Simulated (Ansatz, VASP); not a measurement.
This is a calculation of B for VASP 6.6.1.

Contents of INCAR:

```
SYSTEM = B
ALGO = Normal ; EDIFF = 1E-7
ENCUT = 520 ; GGA = PE
ISIF = 2 ; ISMEAR = -1
LASPH = .TRUE. ; LCHARG = .FALSE.
LREAL = .FALSE. ; LWAVE = .FALSE.
NBANDS = 10 ; NELM = 60
PREC = Accurate ; SIGMA = 0.05
```

File KPOINTS:

```
k-points
0
G
  16 9 7
  0 0 0
```

The input POSCAR:

```
B
1.0
    1.6245600000      0.0000000000      0.0000000000
    0.0000000000      2.8661500000      0.0000000000
    0.0000000000      0.0000000000      3.9144000000
B
2
Direct
    0.0000000000      0.5000000000      0.6092600000
    0.5000000000      0.0000000000      0.3907400000
```

Potentials or basis: VASP PAW PBE potentials, release 64 (B).

Run with:

```sh
$ cat potpaw_PBE.64/B/POTCAR > POTCAR
$ mpirun -np 1 vasp_std > vasp.out
```

Q: Set up the same calculation for Ansatz 0.2.0. Potentials there: Ansatz PAW.

A: As run (the cutoff follows the program's own potentials):

input.yaml

```yaml
crystal:
  lattice:
    - [1.62456, 0.0, 0.0]
    - [0.0, 2.86615, 0.0]
    - [0.0, 0.0, 3.9144]
  atoms:
    - { symbol: B, position: [0.0, 0.5, 0.60926] }
    - { symbol: B, position: [0.5, 0.0, 0.39074] }
hamiltonian:
  xc: pbe
  pseudopotentials: { kind: paw }
kpoints:
  mp_grid: { grid: [16, 9, 7] }
scf:
  occupations: { method: fermi_dirac, width: 0.05 }
output:
  forces: true
  stress: true
  eigenvalues: true
```

Potentials or basis: Ansatz PAW.

Run with:

```bash
$ ansatz run input.yaml --threads 1 --pin off --max-ram 3584MiB --backend cpu --events-out ev --progress --plain --runs-dir out
```

Both were run:

|  | VASP | Ansatz | Ansatz less VASP |
| --- | --- | --- | --- |
| gap on the k mesh at the Fermi level (eV) | none | none | - |
| pressure (GPa) | 0.1 | 0.1 | +0.02 |
| largest component of the traceless stress (GPa) | 1.58 | 1.57 | -0.013 |
| rms of the force components (eV/Å) | 0.003 | 0.005 | +0.0014 |

Atom by atom the forces differ by 0.001 eV/Å (rms over components). A gap of «none» marks a metal or a gap that the smearing closes.

Caveats: this functional lacks dispersion, which binds the layers, so the pressure and a relaxed spacing across them are unreliable.
